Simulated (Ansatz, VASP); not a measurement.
# TiO2 in two plane-wave programs, part 2 of 2

Aim: how closely do two programs agree when they are given the same cell, functional and k mesh? Of the first pair: The structure shown is the start of the Ansatz relaxation below; VASP solves that cell, so the two are compared at the walk's first step.

VASP 6.6.1 and Ansatz 0.2.0.

So far: Set-up; Ansatz: relaxation, LDA; VASP: single point, LDA, start cell, pair 1.

## (4) Differences

Known differences besides the potentials themselves: the two LDA forms differ slightly; Ansatz cuts the interaction across the vacuum, VASP repeats the sheet with a dipole correction; the cutoff is 420 eV in Ansatz and 520 eV in VASP; VASP's log shows a relativistic correction to its local exchange, Ansatz's none. Total energies have different zeros and are not compared.

Forces (eV/Å; atoms numbered as in POSCAR):

```
atom          Ansatz x, y, z            VASP x, y, z
 Ti1  -0.001, -0.001, -0.041  -0.003, -0.002, -0.041
  O2  -0.001, -0.001, -2.574    0.000, 0.000, -2.462
  O3     0.002, 0.001, 2.615     0.003, 0.002, 2.503
```

The forces differ by 53 meV/Å r.m.s., which is 4.5 % of the r.m.s. force of 1.170 eV/Å (both taken over all components). With vacuum in the cell, a pressure given here is an average over mostly empty space and none of the material.

## (5) Ansatz: relaxation, LDA

This run makes the geometry at which the two programs are then compared.

The structure compared here is the end of the Ansatz relaxation.

Contents of input.yaml:

```yaml
crystal:
  lattice:
    - [2.7747758475, 1.5e-09, 0.0]
    - [1.3874938, 2.4029652429, 0.0]
    - [0.0, 0.0, 18.80506101]
  atoms:
    - { symbol: Ti, position: [0.0, 0.0, 0.50006882] }
    - { symbol: O, position: [0.33278501, 0.33278501, 0.56043207] }
    - { symbol: O, position: [0.66604039, 0.66604039, 0.43956793] }
  periodic: [true, true, false]
kpoints:
  mp_grid: { grid: [9, 9, 1] }
scf:
  occupations: { method: fermi_dirac, width: 0.05 }
hamiltonian:
  xc: lda
output:
  forces: true
  stress: true
relax:
  f_tol: 0.02
  max_steps: 50
  cell: {}
```

Command:

```console
$ ansatz run input.yaml --threads 1 --pin off --max-ram 4096MiB --backend cpu --events-out ev --progress --plain --runs-dir out
```

Numbers of over 12 decimals in the logs are rounded to 6 here.

The program printed:

```text
[...]
Crystal: 3 atoms, lattice volume = 189.000 Å³
Basis set: ecut = 420 eV, 3707 PW (Γ)
Bands: 16, of which v1, the nominal top of the filled ones, is band 12 counted from 1 (11 counted from 0)
Symmetry: 2 space group operations
[...]
k-points: 25 of 81 (time reversal used)
[...]
P = ½ c Tr σ = 0.0143 N/m
--- Relaxed structure (7 steps of the walk, 7 accepted, 2 SCFs on fresh bases) ---
[...]
cell:  # Å, volume = 211.3449 Å³
    - [2.934181, -6.428170300655761e-5, 0]
    - [1.467147, 2.541043, 0]
    - [0, 0, 28.345715]
  atoms:
    - { symbol: Ti, position: [-0.000395089, -0.000395089, 0.331724] }
    - { symbol: O, position: [0.332943, 0.332943, 0.365284] }
    - { symbol: O, position: [0.666277, 0.666277, 0.298166] }
[key lines of the parts left out:]
SCF converged after 8 iterations
Free energy (F): -3564.657841 eV
Fermi energy:    -7.198493 eV
```

## (6) VASP: single point, LDA, relaxed cell, pair 2

The same cell, functional (in two slightly different forms), mesh and smearing now go to VASP, with its own data sets.

Contents of INCAR:

```
SYSTEM = TiO2
PREC = Accurate
ENCUT = 520
EDIFF = 1E-06
NELM = 120
ISMEAR = -1
SIGMA = 0.05
LREAL = .FALSE.
ALGO = Normal
GGA = CA
NBANDS = 18
LASPH = .TRUE.
LORBIT = 11
LWAVE = .FALSE.
LCHARG = .FALSE.
ISIF = 2
LDIPOL = .TRUE.
IDIPOL = 3
DIPOL = 0.5 0.5 0.332
LVHAR = .TRUE.
GGA_COMPAT = .FALSE.
EFERMI = MIDGAP
NELMDL = -8
```

Contents of POSCAR:

```
TiO2
1.0
    2.9341811547     -0.0000642817      0.0000000000
    1.4671468664      2.5410429207      0.0000000000
    0.0000000000      0.0000000000     28.3457150532
Ti O
1 2
Direct
    0.9996049107      0.9996049107      0.3317235045
    0.3329433389      0.3329433389      0.3652837379
    0.6662771504      0.6662771504      0.2981655951
```

Contents of KPOINTS:

```
Automatic mesh
0
Gamma
9 9 1
0 0 0
```

PAW data sets: Ti_sv and O (LDA family, release 64).

Command:

```console
$ mpirun -np 1 vasp_std
```

The program printed:

```text
[... set-up lines as in an earlier step ...]
 entering main loop
       N       E                     dE             d eps       ncg     rms          rms(c)
DAV:   1     0.229012447700E+03    0.22901E+03   -0.11869E+04  1108   0.107E+03
DAV:   2     0.186449253396E+00   -0.22883E+03   -0.22052E+03  1188   0.297E+02
DAV:   3    -0.353812403140E+02   -0.35568E+02   -0.35423E+02  1390   0.121E+02
DAV:   4    -0.367164032097E+02   -0.13352E+01   -0.13335E+01  1258   0.226E+01
[...]
DAV:  27    -0.288394762167E+02   -0.37296E-05   -0.15979E-07   816   0.235E-03    0.148E-03
DAV:  28    -0.288394784023E+02   -0.21857E-05   -0.26662E-07   794   0.351E-03    0.724E-04
DAV:  29    -0.288394790846E+02   -0.68221E-06   -0.28799E-08   708   0.127E-03
   1 F= -.28839479E+02 E0= -.28839479E+02  d E =-.391694E-12
```

OUTCAR, selected parts (step 6):

```text
  Total        0.3265745      0.3265834      0.1348861     -0.0000078     -0.0000070     -0.0000121
  in kB        2.4757168      2.4757848      1.0225534     -0.0000589     -0.0000531     -0.0000921
  external PRESSURE =       1.9913516 kB  Pullay stress =       0.0000000 kB

 POSITION                                       TOTAL-FORCE (eV/Angst)
 -----------------------------------------------------------------------------------
      4.39959      2.53997      9.40294         0.000067      0.000038      0.001042
      1.46539      0.84600     10.35423        -0.000023     -0.000013      0.097841
      2.93250      1.69300      8.45172        -0.000043     -0.000025     -0.098882
 -----------------------------------------------------------------------------------
    total drift:                               -0.000189     -0.000109     -0.000083

  FREE ENERGIE OF THE ION-ELECTRON SYSTEM (eV)
  ---------------------------------------------------
  free  energy   TOTEN  =       -28.8394790846 eV

  energy  without entropy=      -28.8394790846  energy(sigma->0) =      -28.83947908

[... 1 part as in an earlier step ...]

[... 2 further parts left out ...]
[key lines of the parts left out:]
E-fermi :  -5.4436
```

## (7) Differences

Both answers:

```csv
quantity,Ansatz,VASP,difference
gap on the k mesh (eV),2.851,2.823,+0.028
```

Forces (eV/Å; atoms numbered as in POSCAR):

| atom | Ansatz x, y, z | VASP x, y, z |
| --- | --- | --- |
| Ti1 | 0.000, 0.000, 0.001 | 0.000, 0.000, 0.001 |
| O2 | 0.000, 0.000, 0.001 | 0.000, 0.000, 0.098 |
| O3 | 0.000, 0.000, 0.001 | 0.000, 0.000, -0.099 |

The forces differ by 46 meV/Å r.m.s., where the r.m.s. force is 0.000 eV/Å in Ansatz and 0.046 eV/Å in VASP: the atoms lie near their places of rest in Ansatz, so a percentage would say little (all taken over all components). A gap on the mesh is an upper bound, since the band edges may lie between its points. With vacuum in the cell, a pressure given here is an average over mostly empty space and none of the material.

## (8) What came out

```yaml
r_m_s_force_difference_single_point_lda_start_cell_pair_1: 4.5 % of the r.m.s. force
r_m_s_force_difference_single_point_lda_relaxed_cell_pair_2: 46 meV/Å
```

The r.m.s. force difference is 46 meV/Å (single point, LDA, relaxed cell, pair 2), beyond the 12 meV/Å picked in this series as the mark of a large difference. What causes the difference of the single point, LDA, start cell, pair 1 pair stays open here. What causes the difference of the single point, LDA, relaxed cell, pair 2 pair stays open here. Such differences can come from data sets, numerical settings and the points named under the comparisons, not from the functional's error against experiment.

[Lines on the potential files, build, host, timing and source positions are cut from VASP's logs without a mark.]

[Logs are printed without paths, hosts, clocks, repeated set-up lines and the standing remarks that a program may print on its own settings, such as how far it seeks lower states.]

[Hosts, paths, dates, database ids (printed as entryN), source tags and the programs' standing remarks are cut or masked in the printed files.]
